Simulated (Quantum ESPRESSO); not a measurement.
Crystal: WC (Qusongite).

```xyz
2
Lattice="2.9065 0.0000 0.0000 -1.4532 2.5171 0.0000 0.0000 0.0000 2.8366" Properties=species:S:1:pos:R:3 pbc="T T T"
W     0.0000    0.0000    0.0000
C     1.4533    0.8390    1.4183
```

A run of Quantum ESPRESSO 7.5 on this cell left the log below. Logs are shortened: lines on timing, memory, paths and dates and some standing lists are left out, and cuts for length are marked.

```text
This program is part of the open-source Quantum ESPRESSO suite
     for quantum simulation of materials; please cite
         "P. Giannozzi et al., J. Phys.:Condens. Matter 21 395502 (2009);
         "P. Giannozzi et al., J. Phys.:Condens. Matter 29 465901 (2017);
         "P. Giannozzi et al., J. Chem. Phys. 152 154105 (2020);
     in publications or presentations arising from this work. More details at

     Message from routine setup:
     using ibrav=0 with symmetry is DISCOURAGED, use correct ibrav instead

     K-points division:     npool     =       2
     Subspace diagonalization in iterative solution of the eigenvalue problem:
     a serial algorithm will be used

     G-vector sticks info
     --------------------
     sticks:   dense  smooth     PW     G-vecs:    dense   smooth      PW
     Sum         931     463    151                22399     7915    1377

     Using Slab Decomposition

     bravais-lattice index     =            0
     lattice parameter (alat)  =       5.4925  a.u.
     unit-cell volume          =     140.0445 (a.u.)^3
     number of atoms/cell      =            2
     number of atomic types    =            2
     number of electrons       =        18.00
     number of Kohn-Sham states=           15
     kinetic-energy cutoff     =      56.0000  Ry
     charge density cutoff     =     448.0000  Ry
     scf convergence threshold =      4.0E-10
     mixing beta               =       0.5000
     number of iterations used =            8  plain     mixing
     Exchange-correlation= SLA  PW   PSX  PSC
                           (   1   4  10   8   0   0   0)

     celldm(1)=   5.492489  celldm(2)=   0.000000  celldm(3)=   0.000000
     celldm(4)=   0.000000  celldm(5)=   0.000000  celldm(6)=   0.000000

     crystal axes: (cart. coord. in units of alat)
               a(1) = (   1.000000   0.000000   0.000000 )
               a(2) = (  -0.500000   0.866025   0.000000 )
               a(3) = (   0.000000   0.000000   0.975950 )

[... 32 lines left out ...]

     atomic species   valence    mass     pseudopotential
     W                14.00   183.84000     W ( 1.00)
     C                 4.00    12.01100     C ( 1.00)

     12 Sym. Ops. (no inversion) found

   Cartesian axes

     site n.     atom                  positions (alat units)
         1        W      tau(   1) = (   0.0000000   0.0000000   0.0000000  )
         2        C      tau(   2) = (   0.5000000   0.2886751   0.4879752  )

     number of k points=    70  Fermi-Dirac smearing, width (Ry)=  0.0037
                       cart. coord. in units 2pi/alat
        k(    1) = (   0.0000000   0.0000000   0.0000000), wk =   0.0022222
        k(    2) = (   0.0000000   0.0000000   0.1138491), wk =   0.0044444
        k(    3) = (   0.0000000   0.0000000   0.2276983), wk =   0.0044444
        k(    4) = (   0.0000000   0.0000000   0.3415474), wk =   0.0044444
        k(    5) = (   0.0000000   0.0000000   0.4553965), wk =   0.0044444
        k(    6) = (   0.0000000   0.1154701   0.0000000), wk =   0.0133333
[... 62 lines left out ...]
        k(   69) = (   0.3000000   0.5196152   0.3415474), wk =   0.0266667
        k(   70) = (   0.3000000   0.5196152   0.4553965), wk =   0.0266667

     Dense  grid:    22399 G-vectors     FFT dimensions: (  40,  40,  40)

     Smooth grid:     7915 G-vectors     FFT dimensions: (  27,  27,  25)

     Initial potential from superposition of free atoms

     starting charge      17.8996, renormalised to      18.0000

     negative rho (up, down):  6.106E-02 0.000E+00
     Starting wfcs are   17 randomized atomic wfcs

     Self-consistent Calculation

     iteration #  1     ecut=    56.00 Ry     beta= 0.50
     Davidson diagonalization with overlap
     ethr =  1.00E-02,  avg # of iterations =  3.1

     negative rho (up, down):  6.244E-02 0.000E+00
[... 67 lines left out ...]
     iteration #  9     ecut=    56.00 Ry     beta= 0.50
     Davidson diagonalization with overlap
     ethr =  3.04E-12,  avg # of iterations =  3.6

     negative rho (up, down):  6.593E-02 0.000E+00

     End of self-consistent calculation

          k = 0.0000 0.0000 0.0000 (  1021 PWs)   bands (ev):

   -53.4480 -17.4401 -17.3311 -17.3311   6.0608  16.1651  17.1601  17.1601
    20.6028  23.7198  23.7198  26.1359  26.1359  26.9042  34.7560
[... 343 lines left out ...]
   -53.3448 -17.9765 -17.8757 -17.7206   9.5953  13.4603  15.0563  18.6051
    19.7543  24.9528  26.8379  27.6129  29.9006  30.0578  32.3860

     the Fermi energy is    20.4895 ev

!    total energy              =    -170.55536819 Ry
     estimated scf accuracy    <          1.2E-11 Ry
     smearing contrib. (-TS)   =      -0.00013067 Ry
     internal energy E=F+TS    =    -170.55523752 Ry

     The total energy is F=E-TS. E is the sum of the following terms:
     one-electron contribution =     -10.93963437 Ry
     hartree contribution      =      17.09401405 Ry
     xc contribution           =     -44.68696854 Ry
     ewald contribution        =    -132.02264865 Ry

     convergence has been achieved in   9 iterations

     negative rho (up, down):  6.593E-02 0.000E+00

     Forces acting on atoms (cartesian axes, Ry/au):

     atom    1 type  1   force =    -0.00000000   -0.00000000    0.00000000
     atom    2 type  2   force =     0.00000000    0.00000000    0.00000000

     Total force =     0.000000     Total SCF correction =     0.000000

     Computing stress (Cartesian axis) and pressure

     negative rho (up, down):  6.593E-02 0.000E+00
          total   stress  (Ry/bohr**3)                   (kbar)     P=      -25.96
  -0.00015036  -0.00000000   0.00000000          -22.12       -0.00        0.00
   0.00000000  -0.00015036   0.00000000            0.00      -22.12        0.00
   0.00000000   0.00000000  -0.00022874            0.00        0.00      -33.65

=------------------------------------------------------------------------------=
   JOB DONE.
=------------------------------------------------------------------------------=
```

Problem. What input gives this log?

Solution. Single point with PBEsol, no spin polarisation. The files as run (others can give the same):

pw.in
```
&CONTROL
  calculation = 'scf'
  prefix = 'pwscf'
  outdir = './tmp'
  pseudo_dir = './pseudo'
  tprnfor = .true.
  tstress = .true.
  disk_io = 'nowf'
/
&SYSTEM
  ibrav = 0
  nat = 2
  ntyp = 2
  ecutwfc = 56
  ecutrho = 448
  nbnd = 15
  occupations = 'smearing'
  smearing = 'fd'
  degauss = 0.00367493
/
&ELECTRONS
  conv_thr = 4d-10
  electron_maxstep = 120
  mixing_beta = 0.5
/
ATOMIC_SPECIES
W    183.8400 w_pbesol_v1.2.uspp.F.UPF
C     12.0110 c_pbesol_v1.2.uspp.F.UPF
CELL_PARAMETERS angstrom
   2.9065000000    0.0000000000    0.0000000000
  -1.4532500000    2.5171028361    0.0000000000
   0.0000000000    0.0000000000    2.8366000000
ATOMIC_POSITIONS angstrom
W      0.0000000000    0.0000000000    0.0000000000
C      1.4532500001    0.8390342786    1.4183000000
K_POINTS automatic
10 10 9 0 0 0
```

Potentials or basis: GBRV 1.5 PBEsol.
Command:
```sh
$ OMP_NUM_THREADS=1 mpirun -n 2 pw.x -nk 2 -in pw.in > pw.out
```
